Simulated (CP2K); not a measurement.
Cu:

```
Cu
1.0
     2.55619    0.00000    0.00000
     1.27810    2.21373    0.00000
     1.27810    0.73791    2.08712
Cu
1
Direct
  0.00000 0.00000 0.00000
```

Base run:

| Property | Result |
| --- | --- |
| Program | CP2K 2026.2 |
| Functional | PBEsol |
| Potentials or basis | POTENTIAL_UZH Cu GTH-PBE-q11; TZVP-MOLOPT-PBE-GTH basis |
| Density cutoff | 6123 eV |
| k mesh | 13 × 13 × 13 |
| Occupations | gaussian, width 0.1 eV |
| Spin | no spin polarisation |

Its results: band gap on the k mesh none (metal or under the smearing width); pressure -4.8 GPa.

Problem. After a change of settings the same cell gave: band gap on the k mesh none (metal or under the smearing width); pressure 3.4 GPa. Which change was it?
A. functional from PBEsol to PBE; occupations from gaussian, width 0.1 eV to gaussian, width 0.012 eV
B. occupations from gaussian, width 0.1 eV to fermi-dirac, width 0.05 eV; potential files from those of the base run to others of the same set
C. occupations from gaussian, width 0.1 eV to fermi-dirac, width 0.1 eV; eps_default from 1.0E-10 to 1.0E-9

Solution. A.

Caveats: the basis of atomic orbitals isn't converged, which shifts pressures, moduli and gaps; the potentials were made for another functional, which shifts forces and pressure (some runs).

Not every run made on this cell is shown here.
